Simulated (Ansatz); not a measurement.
Runs of Ansatz 0.2.0 on InP. Symmetry: F-43m, No. 216, cubic system. Conventional cell: a = 5.861 Å, b = 5.861 Å, c = 5.861 Å, α = 90.00°, β = 90.00°, γ = 90.00°. In (site symmetry -43m) has 4 P at 2.54 Å as nearest neighbours. P (site symmetry -43m) has 4 In at 2.54 Å as nearest neighbours. 

```tsv
task	level	cell	cutoff (eV)	smearing	gap on the mesh (eV)	pressure (GPa)
band structure	PBE	as given	245	fermi-dirac 0.05 eV	0.71	3.3
relaxation of cell and atoms	BLYP+D4	relaxed	-	fermi-dirac 0.05 eV	0.40	0.0
single point	PBEsol	as given	245	gaussian 0.02 eV	0.61	(a)
single point	PBE	as given	245	gaussian 0.012 eV	0.71	3.3
```

Alike in all rows: potentials or basis all-electron LAPW, scalar-relativistic; no spin polarisation; k mesh 8 × 8 × 8; basis error allowed 0.001 eV/atom.

Estimate the missing entries.

(a) 0.6.

Caveats: spin-orbit coupling is left out, which moves the levels of the heavy elements.

A k mesh can miss the band edges, and the runs leave out spin-orbit coupling on In.
